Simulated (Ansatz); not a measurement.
# MnS (P6_3mc) in Ansatz: a series of runs

Runs on MnS. Level: PBEsol. Tasks: band structure.

All numbers are computed with Ansatz 0.2.0; they aren't measurements. Logs are shortened: lines on timing, memory, paths and dates and some standing lists are left out, and cuts for length are marked.

## Step 1: The structure

It takes space group P6_3mc (No. 186, hexagonal). Conventional cell: a = 3.954 Å, b = 3.954 Å, c = 6.343 Å, α = 90.00°, β = 90.00°, γ = 120.00°. Mn (site symmetry 3m) is surrounded by 4 S at 2.36 to 2.42 Å. S (site symmetry 3m) is surrounded by 4 Mn at 2.36 to 2.42 Å.

The cell is a database's computed one.

## Step 2: Band structure, PBEsol, collinear spin, ferromagnetic start

input.yaml reads:

```yaml
crystal:
  lattice:
    - [3.9535769233, 0.0, 0.0]
    - [-1.9767884617, 3.4238980514, 0.0]
    - [0.0, 0.0, 6.34252886]
  atoms:
    - { symbol: Mn, position: [0.6666666667, 0.3333333333, 0.49884467], spin: 4.0 }
    - { symbol: Mn, position: [0.3333333333, 0.6666666667, 0.99884467], spin: 4.0 }
    - { symbol: S, position: [0.3333333333, 0.6666666667, 0.6261543] }
    - { symbol: S, position: [0.6666666667, 0.3333333333, 0.1261543] }
kpoints:
  mp_grid: { grid: [8, 8, 4] }
  band_path:
    path:
      - [0.0, 0.0, 0.0]
      - [0.5, 0.0, 0.0]
      - [0.3333333333, 0.3333333333, 0.0]
      - [0.0, 0.0, 0.0]
      - [0.0, 0.0, 0.5]
      - [0.5, 0.0, 0.5]
      - [0.3333333333, 0.3333333333, 0.5]
      - [0.0, 0.0, 0.5]
    npoints: 10
scf:
  occupations: { method: fermi_dirac, width: 0.05 }
hamiltonian:
  xc: pbesol
  pseudopotentials: { kind: all_electron, lapw: { basis_error: 0.002 } }
magnetization:
  spin_polarized: true
output:
  forces: true
  stress: true
  eigenvalues: true
```

Potentials or basis: all-electron LAPW, scalar-relativistic.

Started as:

```sh
> ansatz run input.yaml --threads 4 --pin off --max-ram 12288MiB --backend cpu --events-out ev --progress --plain --runs-dir out
```

Log:

```text
Warning: RAYON_NUM_THREADS=4 ignored (pool sized by the plan → 4); use --threads N
LAPW: plane waves up to 8.050 Å⁻¹, error target 2.0e-3 eV per atom; small_component_spin mean_spin; S in spheres of 1.052 Å, 14 of its electrons in bands, Dirac shells []; Mn in spheres of 1.312 Å, 15 of its electrons in bands, Dirac shells [] (how accurate: hamiltonian.pseudopotentials.lapw.basis_error, Limitations)
Engine: ansatz 0.2.0, x86_64-unknown-linux-gnu
Pseudopotentials: kind: all_electron
Pseudopotential: Mn, LAPW, valence charge 15, lapw/all_electron/scalar/gaussian/Mn, Koelling and Harmon's equation, gaussian nucleus
Pseudopotential: S, LAPW, valence charge 14, lapw/all_electron/scalar/gaussian/S, Koelling and Harmon's equation, gaussian nucleus
Functional definition: PBEsol
  exchange = pbesol_x
  correlation = pbesol_c
Crystal: 4 atoms, lattice volume = 85.857 Å³
Basis set: ecut = 246.91778335806342 eV, 725 PW (Γ), exchange–correlation at level 2
Bands: 40, of which v1, the nominal top of the filled ones, is band 29 counted from 1 (28 counted from 0)
Symmetry: 12 space group operations
Space group: P63mc (ITA 186), of the structure as read, at distance tolerance 4.4e-5 Å
Magnetic group: BNS 186.203 (UNI 1433), of the structure as read, at distance tolerance 4.4e-5 Å
k-points: 30 of 256 (time reversal used)
Non-local potential: Mn, projectors of the file, none
Non-local potential: S, projectors of the file, none
Initial density: superposition of atomic densities (chi_scale 0.1, normalization cell, long waves kept (reshape's long-wave potential 0.00 eV rms))
Starting moments: Σ|m| = 8 μB on 2 of 4 sites
Initial wavefunctions: plane waves of lowest kinetic energy (no species holds an atomic orbital)
Functional: x = pbesol(κ = 0.804, μ = 0.12345679012345678), c = pbesol(β = 0.046)
iter 1 solved again at ethr=2.59e-3 eV; its pass at ethr=1.00e-1 eV (dr2=1.50e0 eV) is discarded
SCF iter   1: F=—  HF=-84689.036522 eV  |F-HF|=—  |Δ(HF+E_count)|=         —  Δρ=2.47e-2 (↑2.37e-2 ↓2.47e-2)  dr2=1.51e0  dr2_m=2.62e-1  M=9.923 μB ∫|m|=9.924 μB  β_m=0.30  ethr=2.59e-3  ⟨swp⟩=2.0  Hψ=16304  notcnv=0
Mixer restart at iter 1: flushing history
preconditioner: auto → Kerker (q_TF=auto, 2.556 Å⁻¹)  [metal: Δε(μ)=0.031 eV  Ē_g=8.795 eV  σ=0.050 eV  W_gap=0.15  n_scr=22 (ndim 8)  ℏωp=20.4 eV  f_vac=0.032  D(μ)=0.94/eV (n_scr^D=2)]
spin=Collinear: Kerker preconditioning applied to the charge; magnetization (m = ρ↑ − ρ↓) channel mixes plain (no charge-response kernel on spin).
SCF iter   2: F=—  HF=-84688.736826 eV  |F-HF|=—  |Δ(HF+E_count)|=   3.00e-1  Δρ=1.82e-2 (↑1.68e-2 ↓1.82e-2)  dr2=9.41e-1  dr2_m=1.19e-1  M=9.897 μB ∫|m|=9.898 μB  β_m=0.57  ethr=2.59e-3  ⟨swp⟩=2.0  Hψ=6962  notcnv=0
SCF iter   3: F=—  HF=-84688.532002 eV  |F-HF|=—  |Δ(HF+E_count)|=   2.05e-1  Δρ=4.30e-3 (↑4.23e-3 ↓4.30e-3)  dr2=1.06e-1  dr2_m=5.35e-4  M=9.824 μB ∫|m|=9.824 μB  β_m=0.52  ethr=1.62e-3  ⟨swp⟩=3.0  Hψ=7187  notcnv=0
SCF iter   4: F=—  HF=-84688.516987 eV  |F-HF|=—  |Δ(HF+E_count)|=         —  Δρ=3.35e-3 (↑2.84e-3 ↓3.35e-3)  dr2=6.45e-2  dr2_m=1.59e-4  M=9.831 μB ∫|m|=9.831 μB  β_m=0.76  ethr=1.82e-4  ⟨swp⟩=2.0  Hψ=6935  notcnv=0
the basis was enlarged: its passes take 1.1 MiB over the memory plan, 4 of 4 planned eigensolver slots
SCF iter   5: F=—  HF=-84688.518482 eV  |F-HF|=—  |Δ(HF+E_count)|=         —  Δρ=1.17e-3 (↑9.39e-4 ↓1.17e-3)  dr2=7.55e-3  dr2_m=5.79e-5  M=9.816 μB ∫|m|=9.816 μB  β_m=0.76  ethr=1.11e-4  ⟨swp⟩=2.0  Hψ=6906  notcnv=0
Mixer restart at iter 5: flushing history
SCF iter   6: F=—  HF=-84688.520552 eV  |F-HF|=—  |Δ(HF+E_count)|=   2.07e-3  Δρ=7.99e-4 (↑7.76e-4 ↓7.99e-4)  dr2=4.78e-3  dr2_m=8.36e-7  M=9.817 μB ∫|m|=9.817 μB  β_m=0.71  ethr=1.30e-5  ⟨swp⟩=2.1  Hψ=6347  notcnv=0
SCF iter   7: F=—  HF=-84688.520304 eV  |F-HF|=—  |Δ(HF+E_count)|=   2.48e-4  Δρ=5.89e-4 (↑5.03e-4 ↓5.89e-4)  dr2=2.31e-3  dr2_m=6.24e-6  M=9.817 μB ∫|m|=9.817 μB  β_m=0.69  ethr=8.24e-6  ⟨swp⟩=2.0  Hψ=6343  notcnv=0
SCF iter   8: F=—  HF=-84688.520975 eV  |F-HF|=—  |Δ(HF+E_count)|=   6.71e-4  Δρ=2.70e-4 (↑2.58e-4 ↓2.70e-4)  dr2=5.50e-4  dr2_m=2.45e-7  M=9.817 μB ∫|m|=9.817 μB  β_m=0.75  ethr=3.98e-6  ⟨swp⟩=2.5  Hψ=6460  notcnv=0
iter 9 solved again at ethr=6.48e-8 eV; its pass at ethr=9.49e-7 eV (dr2=3.76e-5 eV) is discarded
SCF iter   9: F=—  HF=-84688.521354 eV  |F-HF|=—  |Δ(HF+E_count)|=   3.79e-4  Δρ=8.11e-5 (↑8.11e-5 ↓6.85e-5)  dr2=3.75e-5  dr2_m=2.47e-7  M=9.818 μB ∫|m|=9.818 μB  β_m=0.87  ethr=6.48e-8  ⟨swp⟩=2.0  Hψ=11290  notcnv=0
SCF iter  10: F=—  HF=-84688.521390 eV  |F-HF|=—  |Δ(HF+E_count)|=   3.69e-5  Δρ=1.95e-5 (↑1.80e-5 ↓1.95e-5)  dr2=2.13e-6  dr2_m=4.03e-9  M=9.818 μB ∫|m|=9.819 μB  β_m=0.94  ethr=6.46e-8  ⟨swp⟩=3.0  Hψ=6801  notcnv=0
SCF iter  11: F=—  HF=-84688.521392 eV  |F-HF|=—  |Δ(HF+E_count)|=   1.62e-6  Δρ=4.34e-6 (↑4.15e-6 ↓4.34e-6)  dr2=1.22e-7  dr2_m=9.67e-11  M=9.818 μB ∫|m|=9.819 μB  β_m=0.97  ethr=3.68e-9  ⟨swp⟩=3.0  Hψ=6654  notcnv=0
SCF iter  12: F=-84688.521392 eV  HF=-84688.521392 eV  |F-HF|=1.89e-10  |Δ(HF+E_count)|=   2.60e-8  Δρ=1.48e-6 (↑1.38e-6 ↓1.48e-6)  dr2=1.23e-8  dr2_m=2.94e-11  M=9.818 μB ∫|m|=9.819 μB  ethr=2.10e-10  ⟨swp⟩=2.7  Hψ=6490  notcnv=0
SCF 1 converged in 12 iterations: F = -84688.521392 eV  dr2 = 1.23e-8
WARN: an SCF from antiferromagnetic starting moments (-4.24, 4.24, 0.00, 0.00 Bohr magnetons, atom by atom) was not made, by what the run has read of turns of its moments that order reads lower: the deck asks for what bars it, or types moments that do (magnetization.spin_polarized, in the input reference, names some of the keys), or the run goes by scf.lower_state_search: light, the default, which as a rule tries one only behind a close that has lost an order of both signs, or on which an open d or half-filled 4f shell of a PAW file has lost a moment that was set nearer to Hund's than to what is left; or, under a Hubbard U, one that names an f shell that the input leaves bare beside given moments, or a larger moment for a shell of low spin that is given one. standard, with a start from the atoms, tries one behind each close (in a relaxation, ahead of its steps or at their end). To set out from that order, type those moments (crystal.atoms[].spin; where shells were raised to Hund's moment, beside crystal.symmetry.detect: false) under scf.lower_state_search: light. The bands of the close that named these starting moments, or of the one ahead of a search that led to it (under cold or Methfessel-Paxton smearing those of the Gaussian ahead of it) read a cost of -599.19 meV for the turn to them, carried on from a small turn (-599.19 by the pairs of d shells alone)
NSCF: frozen V_eff on 71 k-points
SCF converged after 12 iterations
Magnetization: 9.8184 μB (33.9092 up, 24.0908 down)
Absolute magnetization: 9.8187 μB (∫|ρ↑−ρ↓|)
Spin contamination: 0.0332 ħ² per cell (⟨S²⟩ above its minimum at these occupations)
Per-site moments (μB) at R_I (Å): [(4.392498663391274, 1.3116972754728056), (4.392498663391274, 1.3116972754728056), (0.1177934206338005, 1.0521021168729159), (0.1177934206338005, 1.0521021168729159)]
Free energy (F): -84688.521392 eV
Harris-Foulkes:  -84688.521392 eV  (|F-HF|=1.89e-10)
Internal energy: -84688.508595 eV  (E = F + TS)
E sigma→0 (E₀):  -84688.514994 eV
Entropy (-TS):   -0.012797 eV (-3.199 meV/atom)
Fermi energy:    8.145800 eV
--- Per-component energies (eV) ---
  E_band       = -3181.266054
  E_kinetic    = 85571.021756
  E_xc         = -4149.492096
  E_electrostatic = -166110.038255  (all electrons and nuclei)
  E_smearing   = -0.012797  (= −TS)
  E_closure    = 0.000000  (closes the sum)
  E_atoms      = -84658.248972  (free atoms, spherical and without spin; not in F)
  Σ components = -84688.521392   (vs F -84688.521392, Δ=0.00e0)
  Basis errors (estimates in eV, not in F): energy 9.2e-4 per atom: plane waves 8.4e-4 (5.2e-4 summed), levels above the bands 4.3e-54, relativity 4.6e-9, radial functions 8.3e-5, core shells 3.2e-9; eigenvalues (radial functions only) 4.2e-6; not estimated: angular momenta, meshes, grids; target (lapw.basis_error) 2.0e-3; muffin-tin radii S 1.052 Å, Mn 1.312 Å
--- Forces (eV/Å), atoms counted from 1 ---
  atom   1  Mn     0.00000000    -0.00000000     0.27209318
  atom   2  Mn     0.00000000     0.00000000     0.27209318
  atom   3  S     -0.00000000    -0.00000000    -0.27209494
  atom   4  S     -0.00000000     0.00000000    -0.27209494
  max |Σ_I F_I| component: 3.51e-6 eV/Å
--- Stress (GPa, compression-positive) ---
       -1.309133      -0.000000      -0.000000
       -0.000000      -1.309133       0.000000
       -0.000000       0.000000       1.133689
  P = ⅓ Tr σ = -0.4949 GPa (-4.949 kbar)
--- Band table (eV; the first three rows and the last of 60) ---
  k-point 0 ↑: bands = ["-197.2658", "-197.2658", "-142.3207", "-142.3207", "-142.3207", "-142.3207", "-142.3202", "-142.3202", "-73.5318", "-73.5316", "-42.4131", "-42.4131", "-42.4124", "-42.4124", "-42.4003", "-42.3961", "-5.9300", "-5.1563", "2.1722", "3.1854", "3.2281", "3.2281", "3.3997", "3.3997", "4.8193", "4.8193", "5.1019", "5.1019", "5.2777", "7.3360", "7.3360", "8.3799", "8.4507", "8.4507", "9.1181", "10.7678", "13.7456", "13.7456", "14.2482", "14.9737"]
  k-point 1 ↑: bands = ["-197.2658", "-197.2658", "-142.3207", "-142.3207", "-142.3207", "-142.3207", "-142.3202", "-142.3202", "-73.5318", "-73.5316", "-42.4130", "-42.4130", "-42.4125", "-42.4125", "-42.3997", "-42.3968", "-5.8275", "-5.2821", "2.2816", "2.9959", "3.2414", "3.2414", "3.3614", "3.3614", "4.8741", "4.8741", "5.0773", "5.0773", "5.6571", "7.4818", "7.4818", "7.5904", "8.2699", "8.2699", "9.9867", "10.7860", "13.7893", "13.8011", "13.8011", "14.6219"]
  k-point 2 ↑: bands = ["-197.2658", "-197.2658", "-142.3207", "-142.3207", "-142.3207", "-142.3207", "-142.3202", "-142.3202", "-73.5317", "-73.5317", "-42.4127", "-42.4127", "-42.4127", "-42.4127", "-42.3982", "-42.3982", "-5.5663", "-5.5663", "2.6002", "2.6002", "3.2893", "3.2893", "3.2893", "3.2893", "4.9902", "4.9902", "4.9902", "4.9902", "6.5638", "6.5638", "7.8589", "7.8589", "7.8589", "7.8589", "10.7085", "10.7085", "13.7905", "13.7905", "14.0882", "14.0882"]
  k-point 29 ↓: bands = ["-197.2374", "-197.2374", "-142.2854", "-142.2854", "-142.2854", "-142.2854", "-142.2837", "-142.2837", "-68.9487", "-68.9487", "-37.9064", "-37.9064", "-37.9047", "-37.9047", "-37.9005", "-37.9005", "-4.7339", "-4.7339", "3.1588", "3.1588", "3.9810", "3.9810", "4.9800", "4.9800", "8.4595", "8.4595", "8.9783", "8.9783", "9.3303", "9.3303", "9.5242", "9.5242", "10.0255", "10.0255", "13.6388", "13.6388", "14.6278", "14.6278", "15.4047", "15.4047"]
```

Run time: 2.2 min. Hardware: 4 threads of Intel Xeon at 2.50GHz (Skylake/Cascade Lake), shared host; peak memory 0.58 GiB.

What came out:

| Quantity | Value |
| --- | --- |
| Free energy | -84688.5214 eV |
| Pressure | -0.5 GPa |
| Largest force | 0.272 eV/Å |
| Band gap along the path | none (metal or under the smearing width) |
| Net moment | 9.82 μB per cell |
| Absolute moment | 9.82 μB per cell |
| Site moments | Mn +4.39; S +0.12 μB |

Forces on the atoms (eV/Å):
```
Mn   0.000  0.000  0.272
Mn   0.000  0.000  0.272
S    0.000  0.000 -0.272
S    0.000  0.000 -0.272
```

Levels at the corners of the path, in eV from the Fermi level:
Spin up:
| point | band 30 | band 31 | band 32 | band 33 | band 34 | band 35 | band 36 | band 37 | band 38 | band 39 |
| --- | --- | --- | --- | --- | --- | --- | --- | --- | --- | --- |
| Γ | -0.81 | -0.81 | 0.23 | 0.30 | 0.30 | 0.97 | 2.62 | 5.60 | 5.60 | 6.10 |
| M | -2.73 | -2.38 | -2.26 | -1.16 | -0.71 | 3.36 | 3.56 | 4.26 | 6.09 | 6.40 |
| K | -2.38 | -2.38 | -1.73 | -1.73 | -1.67 | 3.46 | 5.35 | 5.35 | 6.29 | 6.84 |
| Γ | -0.81 | -0.81 | 0.23 | 0.30 | 0.30 | 0.97 | 2.62 | 5.60 | 5.60 | 6.10 |
| A | -1.58 | -0.29 | -0.29 | -0.29 | -0.29 | 2.56 | 2.56 | 5.64 | 5.64 | 5.94 |
| L | -2.89 | -1.47 | -1.47 | -1.33 | -1.33 | 2.95 | 2.95 | 5.01 | 5.01 | 7.45 |
| H | -2.63 | -2.34 | -2.34 | -1.23 | -1.23 | 4.26 | 4.26 | 5.12 | 5.12 | 6.26 |
| A | -1.58 | -0.29 | -0.29 | -0.29 | -0.29 | 2.56 | 2.56 | 5.64 | 5.64 | 5.94 |
Spin down:
```csv
point,band 20,band 21,band 22,band 23,band 24,band 25,band 26,band 27,band 28,band 29
Γ,-3.36,-3.34,-3.34,-3.33,-3.33,0.49,0.49,0.79,0.99,0.99
M,-4.70,-4.14,-3.52,-3.44,-3.29,0.03,0.22,0.70,0.90,0.95
K,-4.33,-4.33,-4.00,-3.78,-3.78,0.13,0.28,0.28,0.51,1.11
Γ,-3.36,-3.34,-3.34,-3.33,-3.33,0.49,0.49,0.79,0.99,0.99
A,-4.48,-3.35,-3.35,-3.35,-3.35,0.81,0.81,0.81,0.81,1.79
L,-5.26,-3.47,-3.47,-3.37,-3.37,0.52,0.52,0.88,0.88,1.00
H,-4.91,-4.29,-4.29,-3.15,-3.15,0.28,0.28,0.84,0.84,1.24
A,-4.48,-3.35,-3.35,-3.35,-3.35,0.81,0.81,0.81,0.81,1.79
```

Caveat: the magnetic or orbital state may not be the lowest; semilocal functionals often make such compounds metallic where correlation or magnetic order opens a gap, which also shifts bond lengths; only a ferromagnetic start was run, and an antiferromagnetic order may lie lower in energy.

## Step 3: Band structure, PBEsol, collinear spin, ferromagnetic start

input.yaml, as its differences from that of step 2:

```diff
@@ -27,3 +27,6 @@
   xc: pbesol
-  pseudopotentials: { kind: all_electron, lapw: { basis_error: 0.002 } }
+  pseudopotentials:
+    kind: all_electron
+    lapw: { basis_error: 0.002 }
+    relativity: none
 magnetization:
```

Potentials or basis: all-electron LAPW, non-relativistic.

Started as:

```sh
> ansatz run input.yaml --threads 4 --pin off --max-ram 12288MiB --backend cpu --events-out ev --progress --plain --runs-dir out
```

It took 2 min on 4 threads of Intel Xeon at 2.50GHz (Skylake/Cascade Lake), shared host; peak memory 0.57 GiB.

The run converged. Its results:

* Free energy: -84207.3005 eV
* Pressure: 0.1 GPa
* Largest force: 0.284 eV/Å
* Band gap along the path: none (metal or under the smearing width)
* Net moment: 9.81 μB per cell
* Absolute moment: 9.81 μB per cell
* Site moments: Mn +4.39; S +0.13 μB

Forces on the atoms (eV/Å):
```
Mn   0.000  0.000  0.284
Mn   0.000  0.000  0.284
S    0.000  0.000 -0.284
S    0.000  0.000 -0.284
```

Stress tensor (GPa, compression positive):
```
-0.73  0.00  0.00
 0.00 -0.73  0.00
 0.00  0.00  1.75
```

Levels at the corners of the path, in eV from the Fermi level:
Spin up:
| point | band 31 | band 32 | band 33 | band 34 | band 35 | band 36 | band 37 | band 38 |
| --- | --- | --- | --- | --- | --- | --- | --- | --- |
| Γ | -0.80 | 0.24 | 0.31 | 0.31 | 1.18 | 2.82 | 5.71 | 5.71 |
| M | -2.39 | -2.25 | -1.16 | -0.69 | 3.47 | 3.74 | 4.31 | 6.16 |
| K | -2.40 | -1.73 | -1.73 | -1.65 | 3.51 | 5.54 | 5.54 | 6.33 |
| Γ | -0.80 | 0.24 | 0.31 | 0.31 | 1.18 | 2.82 | 5.71 | 5.71 |
| A | -0.28 | -0.28 | -0.28 | -0.28 | 2.75 | 2.75 | 5.75 | 5.75 |
| L | -1.45 | -1.45 | -1.31 | -1.31 | 3.07 | 3.07 | 5.13 | 5.13 |
| H | -2.34 | -2.34 | -1.21 | -1.21 | 4.40 | 4.40 | 5.17 | 5.17 |
| A | -0.28 | -0.28 | -0.28 | -0.28 | 2.75 | 2.75 | 5.75 | 5.75 |
Spin down:
| point | band 20 | band 21 | band 22 | band 23 | band 24 | band 25 | band 26 | band 27 | band 28 | band 29 |
| --- | --- | --- | --- | --- | --- | --- | --- | --- | --- | --- |
| Γ | -3.31 | -3.29 | -3.29 | -3.27 | -3.27 | 0.48 | 0.48 | 0.79 | 0.97 | 0.97 |
| M | -4.61 | -4.06 | -3.44 | -3.37 | -3.24 | 0.04 | 0.22 | 0.71 | 0.88 | 0.94 |
| K | -4.23 | -4.23 | -3.94 | -3.70 | -3.70 | 0.12 | 0.27 | 0.27 | 0.50 | 1.12 |
| Γ | -3.31 | -3.29 | -3.29 | -3.27 | -3.27 | 0.48 | 0.48 | 0.79 | 0.97 | 0.97 |
| A | -4.40 | -3.29 | -3.29 | -3.29 | -3.29 | 0.79 | 0.79 | 0.79 | 0.79 | 1.79 |
| L | -5.16 | -3.40 | -3.40 | -3.31 | -3.31 | 0.53 | 0.53 | 0.88 | 0.88 | 0.97 |
| H | -4.80 | -4.22 | -4.22 | -3.09 | -3.09 | 0.27 | 0.27 | 0.84 | 0.84 | 1.22 |
| A | -4.40 | -3.29 | -3.29 | -3.29 | -3.29 | 0.79 | 0.79 | 0.79 | 0.79 | 1.79 |

Caveat: the magnetic or orbital state may not be the lowest; semilocal functionals often make such compounds metallic where correlation or magnetic order opens a gap, which also shifts bond lengths; only a ferromagnetic start was run, and an antiferromagnetic order may lie lower in energy.
